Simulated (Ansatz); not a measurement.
# SnO: a scan of SCF settings, part 2 of 2

Wanted: the cost and the effect of other mixers, smearings and limits on one cell of SnO. System: SnO, the measured crystal structure (space group P4/nmm); the cell holds 4 atoms. Source: COD entry 7206470.

Ansatz 0.2.0; DFT r2SCAN, PAW, plane waves, scalar-relativistic. The steps go on from the part before.

## (8) Broyden, β 0.9, history 4, no preconditioner

The input, input.yaml:

```yaml
crystal:
  lattice:
    - [3.8494, 0.0, 0.0]
    - [0.0, 3.8494, 0.0]
    - [0.0, 0.0, 4.894]
  atoms:
    - { symbol: Sn, position: [0.5, 0.0, 0.2377] }
    - { symbol: Sn, position: [0.0, 0.5, 0.7623] }
    - { symbol: O, position: [0.0, 0.0, 0.0] }
    - { symbol: O, position: [0.5, 0.5, 0.0] }
hamiltonian:
  xc: r2scan
  pseudopotentials: { kind: paw }
basis:
  ecutwfc: 500
kpoints:
  mp_grid: { grid: [5, 5, 4] }
scf:
  occupations: { method: fermi_dirac, width: 0.1 }
  lower_state_search: "off"
  algorithm: density_mixing
  max_iter: 70
  mixing: { algorithm: broyden, ndim: 4, beta: 0.9, preconditioner: none }
output:
  forces: true
  stress: true
```

Command:

```console
> ansatz run input.yaml --threads 2 --pin off --max-ram 5120MiB --backend cpu --events-out ev --progress --plain --runs-dir out
```

What it wrote, cut to the lines that bear on the results:

```text
[... 26 lines as in an earlier run ...]
SCF iter   1: F=-13214.650257 eV  HF=-13214.591950 eV  |F-HF|=5.83e-2  |Δ(HF+E_count)|=         —  Δρ=8.07e-3  dr2=4.30e-2  dr2_τ=1.05e-1  ethr=1.77e-3  ⟨swp⟩=5.8  Hψ=2034  notcnv=0
[...]
SCF iter   7: F=-13214.664064 eV  HF=-13214.664064 eV  |F-HF|=4.55e-10  |Δ(HF+E_count)|=   6.55e-7  Δρ=2.35e-6  dr2=2.67e-9  dr2_τ=1.47e-10  ethr=2.50e-10  ⟨swp⟩=3.8  Hψ=1915  notcnv=0
[...]
SCF converged after 7 iterations
[... 1 line as in an earlier run ...]
Free energy (F): -13214.664064 eV
[...]
E sigma→0 (E₀):  -13214.663470 eV
Entropy (-TS):   -0.001188 eV (-0.297 meV/atom)
Fermi energy:    9.651564 eV
[... 28 lines left out: energy terms, forces, stress ...]
```

Wall time 2.8 s (2 threads of Arm Neoverse V2, shared host); peak memory 0.47 GiB.

The count stays at 7. Against the default run: the same free energy.

## (9) K-point mesh 3x3x2

Edit input.yaml of step 8 so:

```diff
@@ -16,3 +16,3 @@
 kpoints:
-  mp_grid: { grid: [5, 5, 4] }
+  mp_grid: { grid: [3, 3, 2] }
 scf:
@@ -20,5 +20,3 @@
   lower_state_search: "off"
-  algorithm: density_mixing
   max_iter: 70
-  mixing: { algorithm: broyden, ndim: 4, beta: 0.9, preconditioner: none }
 output:
```

Command:

```console
> ansatz run input.yaml --threads 2 --pin off --max-ram 5120MiB --backend cpu --events-out ev --progress --plain --runs-dir out
```

What it wrote, cut to the lines that bear on the results:

```text
[... 15 lines as in an earlier run ...]
k-points: 6 of 18
[... 10 lines as in an earlier run ...]
SCF iter   1: F=-13214.660961 eV  HF=-13214.597534 eV  |F-HF|=6.34e-2  |Δ(HF+E_count)|=         —  Δρ=7.78e-3  dr2=3.77e-2  dr2_τ=1.02e-1  ethr=1.77e-3  ⟨swp⟩=5.7  Hψ=660  notcnv=0
[...]
SCF iter   8: F=-13214.672100 eV  HF=-13214.672100 eV  |F-HF|=6.45e-9  |Δ(HF+E_count)|=   2.97e-8  Δρ=3.29e-6  dr2=9.52e-9  dr2_τ=5.72e-10  ethr=2.50e-10  ⟨swp⟩=5.0  Hψ=492  notcnv=0
[...]
SCF converged after 8 iterations
Free energy (F): -13214.672100 eV
[...]
E sigma→0 (E₀):  -13214.671833 eV
Entropy (-TS):   -0.000533 eV (-0.133 meV/atom)
Fermi energy:    9.915060 eV
[...]
--- Forces (eV/Å), atoms counted from 1 ---
  atom   1  Sn    -0.00000000     0.00000000    -0.53280840
  atom   2  Sn     0.00000000     0.00000000     0.53280840
  atom   3  O     -0.00000000     0.00000000     0.00000000
  atom   4  O      0.00000000     0.00000000     0.00000000
[...]
--- Stress (GPa, compression-positive) ---
       -3.221906       0.000000      -0.000000
        0.000000      -3.221906      -0.000000
       -0.000000      -0.000000      -3.133534
  P = ⅓ Tr σ = -3.1924 GPa (-31.924 kbar)
```

It took 1.8 s on 2 threads of Arm Neoverse V2, shared host; peak memory 0.44 GiB.

Compared with step 2: free energy shifted by -2.0 meV/atom, forces change by up to 0.040 eV/Å, pressure -3.2 GPa against -3.1; 8 iterations in place of 7.

This setting is poor on purpose, so its numbers aren't to be taken as properties of the material.

## (10) 1 band beyond the filled ones

Edit input.yaml of step 9 so:

```diff
@@ -16,3 +16,3 @@
 kpoints:
-  mp_grid: { grid: [3, 3, 2] }
+  mp_grid: { grid: [5, 5, 4] }
 scf:
@@ -20,2 +20,3 @@
   lower_state_search: "off"
+  n_extra_bands: 1
   max_iter: 70
```

Command:

```console
> ansatz run input.yaml --threads 2 --pin off --max-ram 5120MiB --backend cpu --events-out ev --progress --plain --runs-dir out
```

What it wrote, cut to the lines that bear on the results:

```text
scf.n_extra_bands = 1 over 20 filled bands (N_el = 40.0): the run solves 21 bands
[... 12 lines as in an earlier run ...]
Bands: 21, of which v1, the nominal top of the filled ones, is band 20 counted from 1 (19 counted from 0)
[... 13 lines as in an earlier run ...]
SCF iter   1: F=-13214.649529 eV  HF=-13214.591510 eV  |F-HF|=5.80e-2  |Δ(HF+E_count)|=         —  Δρ=8.05e-3  dr2=4.31e-2  dr2_τ=1.05e-1  ethr=1.77e-3  ⟨swp⟩=5.7  Hψ=1734  notcnv=0
[...]
SCF iter   7: F=-13214.664064 eV  HF=-13214.664064 eV  |F-HF|=2.17e-8  |Δ(HF+E_count)|=   1.87e-7  Δρ=7.53e-6  dr2=4.00e-8  dr2_τ=1.37e-9  ethr=2.50e-10  ⟨swp⟩=4.1  Hψ=1860  notcnv=0
[...]
SCF converged after 7 iterations
Free energy (F): -13214.664064 eV
[...]
E sigma→0 (E₀):  -13214.663472 eV
Entropy (-TS):   -0.001183 eV (-0.296 meV/atom)
Fermi energy:    9.651808 eV
[... 33 lines left out: energy terms, forces, stress, bands ...]
```

Run time: 2.8 s. Hardware: 2 threads of Arm Neoverse V2, shared host; peak memory 0.48 GiB.

7 iterations, as in the default run; the same free energy.

## (11) Linear mixing, β 0.2, no preconditioner

Edit input.yaml of step 10 so:

```diff
@@ -20,4 +20,5 @@
   lower_state_search: "off"
-  n_extra_bands: 1
+  algorithm: density_mixing
   max_iter: 70
+  mixing: { algorithm: anderson, ndim: 1, beta: 0.2, preconditioner: none }
 output:
```

Command:

```console
> ansatz run input.yaml --threads 2 --pin off --max-ram 5120MiB --backend cpu --events-out ev --progress --plain --runs-dir out
```

What it wrote, cut to the lines that bear on the results:

```text
[... 26 lines as in an earlier run ...]
SCF iter   1: F=-13214.650257 eV  HF=-13214.591950 eV  |F-HF|=5.83e-2  |Δ(HF+E_count)|=         —  Δρ=8.07e-3  dr2=4.30e-2  dr2_τ=1.05e-1  ethr=1.77e-3  ⟨swp⟩=5.8  Hψ=2034  notcnv=0
[...]
SCF iter  29: F=-13214.664064 eV  HF=-13214.664064 eV  |F-HF|=4.01e-8  |Δ(HF+E_count)|=   2.19e-8  Δρ=1.44e-5  dr2=6.73e-8  dr2_τ=5.11e-9  ethr=2.50e-10  ⟨swp⟩=4.0  Hψ=1210  notcnv=0
[...]
SCF converged after 29 iterations
[... 1 line as in an earlier run ...]
Free energy (F): -13214.664064 eV
[...]
E sigma→0 (E₀):  -13214.663470 eV
Entropy (-TS):   -0.001189 eV (-0.297 meV/atom)
Fermi energy:    9.651533 eV
[... 28 lines left out: energy terms, forces, stress ...]
```

It took 5.9 s on 2 threads of Arm Neoverse V2, shared host; peak memory 0.47 GiB.

Compared with step 2: the same free energy; 29 iterations in place of 7.

## (12) The runs side by side

| step | settings | iterations | time | against the default run |
| --- | --- | --- | --- | --- |
| 2 | default SCF settings | 7 | 3.2 s | reference |
| 3 | Broyden, β 0.7, history 8, no preconditioner | 7 | 2.7 s | the same free energy |
| 4 | Broyden, β 0.7, preconditioner Kerker | 8 | 2.8 s | the same free energy |
| 5 | linear mixing, β 0.5, no preconditioner | 51 | 12 s | the same free energy |
| 6 | Fermi–Dirac width 0.0005 eV, no switch to direct minimisation | 7 | 2.7 s | free energy shifted by +0.1 meV/atom, zero-width estimate shifted by -0.1 meV/atom, forces change by up to 0.004 eV/Å |
| 7 | direct minimisation | 6 | 8.1 s | the same free energy |
| 8 | Broyden, β 0.9, history 4, no preconditioner | 7 | 2.8 s | the same free energy |
| 9 | k-point mesh 3x3x2 | 8 | 1.8 s | free energy shifted by -2.0 meV/atom, forces change by up to 0.040 eV/Å, pressure -3.2 GPa against -3.1 |
| 10 | 1 band beyond the filled ones | 7 | 2.8 s | the same free energy |
| 11 | linear mixing, β 0.2, no preconditioner | 29 | 5.9 s | the same free energy |

Decimal logarithm of the largest residual (eV) by iteration, counted through all cycles of a run (8 of the 10 runs):

| iteration | step 2 | step 3 | step 4 | step 5 | step 6 | step 7 | step 8 | step 9 |
| --- | --- | --- | --- | --- | --- | --- | --- | --- |
| 1 | -1.0 | -1.0 | -1.0 | -1.0 | -1.0 | -1.0 | -1.0 | -1.0 |
| 2 | -2.0 | -1.5 | -2.1 | -1.9 | -2.0 | -1.9 | -1.1 | -2.0 |
| 3 | -3.0 | -1.6 | -2.8 | -2.2 | -3.0 | -3.2 | -1.1 | -3.2 |
| 4 | -4.1 | -3.8 | -3.9 | -2.4 | -4.1 | -4.9 | -3.5 | -4.1 |
| 5 | -4.9 | -4.8 | -4.5 | -2.5 | -4.9 | -7.2 | -4.9 | -4.8 |
| 6 | -5.9 | -6.3 | -5.4 | -2.6 | -6.0 | -8.2 | -6.0 | -5.7 |
| 10 | - | - | - | -3.0 | - | - | - | - |
| 15 | - | - | - | -3.5 | - | - | - | - |
| 19 | - | - | - | -3.9 | - | - | - | - |
| 24 | - | - | - | -4.4 | - | - | - | - |
| 28 | - | - | - | -4.8 | - | - | - | - |
| 33 | - | - | - | -5.3 | - | - | - | - |
| 37 | - | - | - | -5.7 | - | - | - | - |
| 42 | - | - | - | -6.2 | - | - | - | - |
| 46 | - | - | - | -6.6 | - | - | - | - |
| 51 | - | - | - | -7.1 | - | - | - | - |

## (13) Outcome

What follows sums up all 2 parts.

| quantity | value |
| --- | --- |
| default run | 7 iterations, with a gap of 0.72 eV on the k-mesh |
| fewest iterations to that state among the runs shown (an iteration of direct minimisation costs more) | 6 (direct minimisation) |
| most iterations to it | 51 (linear mixing, β 0.5, no preconditioner) |
| runs that end in another state, among changes of path alone | 0 |
| largest shift of the free energy by occupations, cutoff, mesh or field | -2.0 meV/atom (k-point mesh 3x3x2) |

**Reading.** The default and the runs that change only the path, 8 in all, end in one state, in 6 to 51 iterations. Occupations, cutoff, mesh and fields change the problem that is solved, not just the path; the largest shift here is that of “k-point mesh 3x3x2”. Other settings tried on this cell gave no result: linear mixing, β 0.7, no preconditioner (not converged after 70 iterations, cycles). Counts include iterations that the program adds to test a close, so a difference of one or two ranks nothing. The starting density is a sum of atomic densities corrected by a trained network, so it is already close to self-consistency.
